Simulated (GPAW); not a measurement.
# Si (I4/mmm) in GPAW: convergence with smearing function

Aim: find how far smearing function must go before the results for Si settle, at LDA. This setting moves, with any that are tied to it; all else stays.

All numbers are computed with GPAW 26.7.0; they aren't measurements. Logs are shortened: lines on timing, memory, paths and dates and some standing lists are left out, and cuts for length are marked. The log counts tension as positive stress, the text compression.

## 1. Starting point

Symmetry: I4/mmm, No. 139, tetragonal system. Conventional cell: a = 6.651 Å, b = 6.651 Å, c = 3.845 Å, α = 90.00°, β = 90.00°, γ = 90.00°. Si (site symmetry m2m) has 4 Si at 2.34 to 2.38 Å as nearest neighbours.

This isn't the form of Si at room conditions, which is diamond.

## 2. With smearing function fermi-dirac

Input file run.py:

```python
from ase import Atoms
from ase.dft.bandgap import bandgap
from ase.io import write
from ase.units import GPa
from gpaw import GPAW, PW

atoms = Atoms(['Si', 'Si', 'Si', 'Si'],
              cell=[[-3.32544429, 3.32544429, 1.92238566],
                    [3.32544429, -3.32544429, 1.92238566],
                    [3.32544429, 3.32544429, -1.92238566]],
              scaled_positions=[[0.82119894, 0.17880106, 0.0],
                                [0.17880106, 0.82119894, 0.0],
                                [0.82119894, 0.82119894, 0.64239788],
                                [0.17880106, 0.17880106, 0.35760212]],
              pbc=True)

calc = GPAW(mode=PW(600),
            xc='LDA',
            kpts={'size': (5, 5, 5), 'gamma': True},
            occupations={'name': 'fermi-dirac', 'width': 0.1},
            nbands=18,
            convergence={'density': 1e-05, 'energy': 1e-05},
            maxiter=100,
            txt='gpaw.txt')
atoms.calc = calc
energy = atoms.get_potential_energy()
forces = atoms.get_forces()
stress = atoms.get_stress()
calc.write('gs.gpw')
write('result.traj', atoms)
print(f'Energy: {energy:.6f} eV')
print('Forces (eV/A):')
print(forces.round(4))
print('Stress (GPa):', (stress / GPa).round(3))
print('Fermi level:', round(calc.get_fermi_level(), 4), 'eV')
print(f'Gap: {bandgap(calc)[0]:.4f} eV, direct: {bandgap(calc, direct=True)[0]:.4f} eV')
```

Potentials or basis: the program's PAW data sets (release 1.2.1) made for this functional, pw.

Command:

```sh
$ OMP_NUM_THREADS=1 python run.py
```

gpaw.txt:

```text
__  _  _
 | _ |_)|_||  |
 |__||  | ||/\| - 26.7.0

Input parameters:
  mode=PW(ecut=600.0),
  convergence={'density': 1e-05, 'energy': 1e-05},
  kpts=MonkhorstPack(size=(5, 5, 5), gamma=True),
  maxiter=100,
  nbands=18,
  occupations=Occupations(name='fermi-dirac', width=0.1),
  xc=XC(name='LDA')

Diagonalizing LCAO Hamiltonian
Converting LCAO to pw mode

          Si        Si

                 Si

Atoms  # Å, Bohr magnetons
|   | symbol |         x |         y |        z |    initial magnetic moments |
|---|--------|-----------|-----------|----------|-----------------------------|
| 0 |     Si | -2.136258 |  2.136258 | 1.922386 | ( 0.0000,  0.0000,  0.0000) |
| 1 |     Si |  2.136258 | -2.136258 | 1.922386 | ( 0.0000,  0.0000,  0.0000) |
| 2 |     Si |  2.136258 |  2.136258 | 1.922386 | ( 0.0000,  0.0000,  0.0000) |
| 3 |     Si |  1.189186 |  1.189186 | 0.000000 | ( 0.0000,  0.0000,  0.0000) |

Unit cell  # Å
| periodic |         x |         y |         z |  lengths |     angles |
|----------|-----------|-----------|-----------|----------|------------|
|      yes | -3.325444 |  3.325444 |  1.922386 | 5.080623 |  98.231229 |
|      yes |  3.325444 | -3.325444 |  1.922386 | 5.080623 |  98.231229 |
|      yes |  3.325444 |  3.325444 | -1.922386 | 5.080623 | 135.533751 |

Number of symmetries: 16
Symmetry operations  # r_c * U_cc + t_c -> r_c
|    | kind |            matrix            |
|----|------|------------------------------|
|  0 |  σ   |  1, 1, 1,  0, 0,-1,  0,-1, 0 |
|  1 |  C4  |  1, 1, 1,  0, 0,-1, -1, 0, 0 |
|  2 |  E   |  1, 0, 0,  0, 1, 0,  0, 0, 1 |
|  3 |  σ   |  1, 0, 0,  0, 1, 0, -1,-1,-1 |
|  4 |  σ   |  0, 1, 0,  1, 0, 0,  0, 0, 1 |
|  5 |  C2  |  0, 1, 0,  1, 0, 0, -1,-1,-1 |
|  6 |  C2  |  0, 0, 1, -1,-1,-1,  1, 0, 0 |
|  7 |  S4  |  0, 0, 1, -1,-1,-1,  0, 1, 0 |
|  8 |  C4  |  0, 0,-1,  1, 1, 1,  0,-1, 0 |
|  9 |  σ   |  0, 0,-1,  1, 1, 1, -1, 0, 0 |
| 10 |  σ   |  0,-1, 0, -1, 0, 0,  1, 1, 1 |
| 11 |  C2  |  0,-1, 0, -1, 0, 0,  0, 0,-1 |
| 12 |  C2  | -1, 0, 0,  0,-1, 0,  1, 1, 1 |
| 13 |  i   | -1, 0, 0,  0,-1, 0,  0, 0,-1 |
| 14 |  S4  | -1,-1,-1,  0, 0, 1,  1, 0, 0 |
| 15 |  C2  | -1,-1,-1,  0, 0, 1,  0, 1, 0 |

BZ-sampling:
  Number of BZ points: 125
  Number of IBZ points: 18

  Monkhorst-Pack size: [5, 5, 5]
  Monkhorst-Pack shift: [0, 0, 0]

K-points  # in reciprocal-cell coordinates
|     |                                coordinates |     weight |
|-----|--------------------------------------------|------------|
|   0 | (  0.00000000,   0.00000000,   0.00000000) | 0.00800000 |
|   1 | (  0.20000000,  -0.20000000,   0.00000000) | 0.03200000 |
|   2 | (  0.20000000,  -0.20000000,   0.20000000) | 0.03200000 |
|   3 | (  0.20000000,   0.00000000,   0.00000000) | 0.06400000 |
|   4 | (  0.20000000,   0.20000000,  -0.20000000) | 0.01600000 |
|   5 | (  0.40000000,  -0.40000000,   0.00000000) | 0.03200000 |
|   6 | (  0.40000000,  -0.40000000,   0.20000000) | 0.06400000 |
|   7 | (  0.40000000,  -0.40000000,   0.40000000) | 0.03200000 |
|   8 | (  0.40000000,  -0.20000000,   0.00000000) | 0.12800000 |
|   9 | (  0.40000000,  -0.20000000,   0.20000000) | 0.06400000 |
| ... |                                            |            |
|  17 | (  0.40000000,   0.40000000,   0.40000000) | 0.06400000 |

Plane wave coefficients: 2875
Cutoff: 600.0 eV

Spin-components: 1 (collinear spins)
Bands:           18
Projectors:      20
Spin-degeneracy: 2
Datatype:        complex128

Parallelization:
  kpt:    1
  domain: 1
  band:   1

Density:
  Valence electrons: 16.0
  Components: 1
  Grid points: [30 30 30]
  Charge: 0.0  # |e|

Potential:
  Grid points: [30 30 30]

species:
  Si:
    name:    Silicon
    Z:       14.0
    valence: 4
    core:    10
    charge:  0.0  # [|e|]
    compensation charges:
      type: gauss
      rc: 0.33  # [Å]
      lmax: 2
    cutoffs:
      filter: 1.86  # [Å]
      core: 2.06  # [Å]
    projectors
    | kind |    occ | energy [eV] | rcut [Å] |
    |------|--------|-------------|----------|
    |   3s |  2.000 |     -10.878 |    1.058 |
    |   3p |  2.000 |      -4.162 |    1.058 |
    |    s |        |      16.334 |    1.058 |
    |    p |        |      23.049 |    1.058 |
    |    d |        |       0.000 |    1.058 |

    Using partial waves for Si as LCAO basis

Reference energy: -31434.852732  # eV

eigensolver:
  PPCG
  Converge bands: occupied
  niter=2

density mixing:
  MSR1-Mixer
  Pratt-step length: 0.05
  Maximum mixing coefficient: 0.75
  Old densities: 10
  SVD Regularization: 0.005
  Good broyden scale: 1.0
  Trust region scale: 1.0
  Backstep threshold: 4.0
  History deletion threshold: 6.0
  Fourier metric: weight=20.0, sigma=0.015

occupation numbers:
  Fermi-Dirac:
    width: 0.1000  # eV

poisson solver:
  ecut: 4800.0  # eV

xc functional:
  name: None

convergence criteria:
- Maximum integral of absolute [dens]ity change: 1e-05 electrons / valence electron
- Maximum [total energy] change in last 3 cyles: 1e-05 eV / valence electron
- Maximum integral of absolute [eigenst]ate change: 4e-08 eV^2 / valence electron
maximum number of iterations: 100

SCF iterations
|iter     | |      energy | eigst |  dens |
|---------|-|-------------|-------|-------|
|iter:   1| |  -23.691941 | -0.01 |       |
|iter:   2| |  -23.648333 | -2.23 | -0.80 |
|iter:   3| |  -23.291670 | -2.08 | -0.82 |
|iter:   4| |  -23.284801 | -3.09 | -1.50 |
|iter:   5| |  -23.285112 | -4.80 | -2.22 |
|iter:   6| |  -23.285167 | -5.84 | -2.73 |
|iter:   7| |  -23.285168c| -7.27 | -3.43 |
|iter:   8| |  -23.285168c| -7.56c| -4.07 |
|iter:   9| |  -23.285168c| -8.64c| -5.16c|

Converged in 9 steps
Energy contributions relative to reference atoms: (reference = -31434.852732)

Energy contributions:
  Kinetic:          29.372066
  Coulomb:         -25.898124
  Zero:             -0.040055
  External:          0.000000
  Xc:              -26.717490
  Entropy:          -0.003130
  Spinorbit:         0.000000
  ----------------------------
  Free energy:     -23.286733
  Extrapolated:    -23.285168

dipole moment: (-14.495492, -14.495492, 8.379599)  # |e|*Ang

Fermi level: 4.814
Eigenvalues  # (at kpt = [0.000, 0.000, 0.000])
| band index |      eig [eV] | occ [0-2] |
|------------|---------------|-----------|
|          0 |        -7.265 |     2.000 |
|          1 |        -3.041 |     2.000 |
|          2 |        -0.797 |     2.000 |
|          3 |        -0.797 |     2.000 |
|          4 |         1.015 |     2.000 |
|          5 |         3.300 |     2.000 |
[... 8 lines left out ...]
|         14 |        10.218 |     0.000 |
|         15 |        11.444 |     0.000 |
|        ... |               |           |
|         17 |        14.867 |     0.000 |

Gap: 0.666 eV
Transition (v -> c):
  (s=0, k=7, n=7, [0.40, -0.40, 0.40]) -> (s=0, k=4, n=8, [0.20, 0.20, -0.20])
Direct/indirect transitions are different
Direct gap: 0.742 eV
Transition at: (s=0, k=7, n=7, [0.40, -0.40, 0.40])

Forces  # eV/Ang
|        x |        y |       z |
|----------|----------|---------|
| -0.01314 |  0.01314 | 0.00000 |  # Si   0
|  0.01314 | -0.01314 | 0.00000 |  # Si   1
|  0.01314 |  0.01314 | 0.00000 |  # Si   2
| -0.01314 | -0.01314 | 0.00000 |  # Si   3

Stress tensor  # eV/Ang^3
|        x |        y |        z |
|----------|----------|----------|
| 0.010359 | 0.000000 | 0.000000 |
| 0.000000 | 0.010359 | 0.000000 |
| 0.000000 | 0.000000 | 0.009047 |

# Writing to gs.gpw (mode='')
```

It took 6.4 s on 1 thread of AMD EPYC 9R45 (Zen 5), shared host; peak memory 0.18 GiB.

What came out:

```
Free energy            : -23.2867 eV
Pressure               : -1.6 GPa
Largest force          : 0.019 eV/Å
Band gap on the k mesh : 0.67 eV, indirect (least direct gap 0.74 eV)
```

## 3. With smearing function gaussian

Edit run.py of step 2 so:

```diff
@@ -19,3 +19,3 @@
             kpts={'size': (5, 5, 5), 'gamma': True},
-            occupations={'name': 'fermi-dirac', 'width': 0.1},
+            occupations={'name': 'methfessel-paxton', 'order': 0, 'width': 0.1},
             nbands=18,
```

Potentials or basis: the program's PAW data sets (release 1.2.1) made for this functional, pw.

Command:

```sh
$ OMP_NUM_THREADS=1 python run.py
```

Wall time 6.2 s (1 thread of AMD EPYC 9R45 (Zen 5), shared host); peak memory 0.18 GiB.

The run converged. Its results:

```
Free energy            : -23.2861 eV
Pressure               : -1.6 GPa
Largest force          : 0.018 eV/Å
Band gap on the k mesh : 0.67 eV, indirect (least direct gap 0.74 eV)
```

## 4. With smearing function marzari-vanderbilt

Edit run.py of step 3 so:

```diff
@@ -19,3 +19,3 @@
             kpts={'size': (5, 5, 5), 'gamma': True},
-            occupations={'name': 'methfessel-paxton', 'order': 0, 'width': 0.1},
+            occupations={'name': 'marzari-vanderbilt', 'width': 0.1},
             nbands=18,
```

Command:

```sh
$ OMP_NUM_THREADS=1 python run.py
```

Run time: 6.3 s. Hardware: 1 thread of AMD EPYC 9R45 (Zen 5), shared host; peak memory 0.18 GiB.

The run converged. Its results:

* Free energy: -23.2853 eV
* Pressure: -1.6 GPa
* Band gap on the k mesh: 0.67 eV, indirect (least direct gap 0.74 eV)

## 5. With smearing function methfessel-paxton

Edit run.py of step 4 so:

```diff
@@ -19,3 +19,3 @@
             kpts={'size': (5, 5, 5), 'gamma': True},
-            occupations={'name': 'marzari-vanderbilt', 'width': 0.1},
+            occupations={'name': 'methfessel-paxton', 'width': 0.1, 'order': 1},
             nbands=18,
```

Command:

```sh
$ OMP_NUM_THREADS=1 python run.py
```

Wall time 6.4 s (1 thread of AMD EPYC 9R45 (Zen 5), shared host); peak memory 0.18 GiB.

The run converged. Its results:

* Free energy: -23.2859 eV
* Pressure: -1.6 GPa
* Largest force: 0.024 eV/Å
* Band gap on the k mesh: 0.67 eV, indirect (least direct gap 0.74 eV)

## 6. With smearing function tetrahedron-method

Edit run.py of step 5 so:

```diff
@@ -19,3 +19,3 @@
             kpts={'size': (5, 5, 5), 'gamma': True},
-            occupations={'name': 'methfessel-paxton', 'width': 0.1, 'order': 1},
+            occupations={'name': 'tetrahedron-method'},
             nbands=18,
```

Potentials or basis: the program's PAW data sets (release 1.2.1) made for this functional, pw.

Command:

```sh
$ OMP_NUM_THREADS=1 python run.py
```

It took 6.3 s on 1 thread of AMD EPYC 9R45 (Zen 5), shared host; peak memory 0.18 GiB.

Results (log left out):

- Free energy: -23.2861 eV
- Pressure: -1.6 GPa
- Largest force: 0.018 eV/Å
- Band gap on the k mesh: 0.67 eV, indirect (least direct gap 0.74 eV)

## 7. With smearing function improved-tetrahedron-method

Edit run.py of step 6 so:

```diff
@@ -19,3 +19,3 @@
             kpts={'size': (5, 5, 5), 'gamma': True},
-            occupations={'name': 'tetrahedron-method'},
+            occupations={'name': 'improved-tetrahedron-method'},
             nbands=18,
```

Command:

```sh
$ OMP_NUM_THREADS=1 python run.py
```

It took 6.3 s on 1 thread of AMD EPYC 9R45 (Zen 5), shared host; peak memory 0.18 GiB.

Results (log left out):

```yaml
Free_energy: -23.2861 eV
Pressure: -1.6 GPa
Largest_force: 0.018 eV/Å
Band_gap_on_the_k_mesh: 0.67 eV, indirect (least direct gap 0.74 eV)
```

## 8. With smearing function fixed

Edit run.py of step 7 so:

```diff
@@ -19,3 +19,3 @@
             kpts={'size': (5, 5, 5), 'gamma': True},
-            occupations={'name': 'improved-tetrahedron-method'},
+            occupations={'width': 0.0},
             nbands=18,
```

Command:

```sh
$ OMP_NUM_THREADS=1 python run.py
```

Run time: 6.2 s. Hardware: 1 thread of AMD EPYC 9R45 (Zen 5), shared host; peak memory 0.18 GiB.

The run converged. Its results:

* Free energy: -23.2861 eV
* Pressure: -1.6 GPa
* Largest force: 0.018 eV/Å
* Band gap on the k mesh: 0.67 eV, indirect (least direct gap 0.74 eV)

## 9. Summary

```csv
smearing function,"energy less the tightest run, at zero smearing (meV/atom)",largest force (eV/Å),SCF cycles,CPU time (s),peak memory (GiB)
fermi-dirac,0.23,0.019,9,6.4,0.18
gaussian,0.00,0.018,9,6.2,0.18
marzari-vanderbilt,0.20,0.001,9,6.3,0.18
methfessel-paxton,0.01,0.024,9,6.4,0.18
tetrahedron-method,0.00,0.018,9,6.3,0.18
improved-tetrahedron-method,0.00,0.018,9,6.3,0.18
fixed,0.00,0.018,9,6.2,0.18
```

Against the tightest run, the energy stays within 1 meV/atom from fermi-dirac on; the largest force stays within 0.005 eV/Å from tetrahedron-method on. The tightest run that finished is the yardstick and may itself not be fully converged.

Caveats: an odd mesh through Γ misses points on the zone boundary, where band edges often lie.
